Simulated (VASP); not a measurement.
The system is NbH2.

```xyz
3
Lattice="0.0000 2.2799 2.2799 2.2799 0.0000 2.2799 2.2799 2.2799 0.0000" Properties=species:S:1:pos:R:3 pbc="T T T"
Nb    0.0000    0.0000    0.0000
H     1.1400    1.1400    1.1400
H     3.4199    3.4199    3.4199
```

- Program: VASP 6.6.1
- Task: relaxation of cell and atoms
- Functional: PBEsol
- Potentials or basis: VASP PAW PBE potentials, release 64 (Nb_sv, H)
- Cutoff: 600 eV
- k mesh: 16 × 16 × 16
- Occupations: gaussian, width 0.1 eV
- Spin: no spin polarisation

At the start: pressure -5.4 GPa; volume 7.90 Å³/atom.

Question: How do energy, volume and symmetry change on relaxing?

Answer: Over 3 steps the energy falls by 3.9 meV/atom and the volume is 7.67 Å³/atom (-2.9 %); space group Fm-3m (No. 225, to 0.05 Å).

Step by step:
| step | energy change (eV) | largest force (eV/Å) | pressure (GPa) | volume (Å³) |
| --- | --- | --- | --- | --- |
| 1 | 0.0000 | 0.0000 | -5.37 | 23.70 |
| 2 | -0.0107 | 0.0000 | 1.78 | 22.81 |
| 3 | -0.0118 | 0.0000 | 0.00 | 23.01 |

Final structure:
```
Nb H
1.0
     0.00000    2.25760    2.25760
     2.25760    0.00000    2.25760
     2.25760    2.25760    0.00000
Nb H
1 2
Direct
  0.00000 0.00000 0.00000
  0.25000 0.25000 0.25000
  0.75000 0.75000 0.75000
```

Caveat: the PAW data sets were made with another functional, which shifts forces and pressure a little.
